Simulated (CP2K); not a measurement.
# GaAs in CP2K: the effect of pseudo set

GaAs:

```xyz
2
Lattice="3.9978 0.0000 0.0000 1.9989 3.4622 0.0000 1.9989 1.1541 3.2642" Properties=species:S:1:pos:R:3 pbc="T T T"
As    5.9967    3.4622    2.4481
Ga    0.0000    0.0000    0.0000
```

Alike in all runs:

| Property | Result |
| --- | --- |
| Program | CP2K 2026.2 |
| Task | band structure |
| Functional | PBE |
| Density cutoff | 6123 eV |
| k mesh | 8 × 8 × 8 |
| Occupations | fermi-dirac, width 0.05 eV |
| Spin | no spin polarisation |

Problem. One run gave: gap on the mesh 0.66 eV; pressure 3.0 GPa. Which pseudo set did it use?
A. BLYP
B. PBE0
C. PADE
D. SCAN
E. PBE

Solution. D.

| pseudo set | gap on the mesh (eV) | pressure (GPa) |
| --- | --- | --- |
| PBE | 0.50 | 4.2 |
| PADE | 0.54 | 2.0 |
| BLYP | 0.46 | 3.6 |
| SCAN | 0.66 | 3.0 |
| PBE0 | 0.63 | 4.8 |

Caveats: the basis of atomic orbitals isn't converged, which shifts pressures, moduli and gaps; the real-space grid breaks the cell's symmetry a little; the potentials were made for another functional, which shifts forces and pressure (some runs).

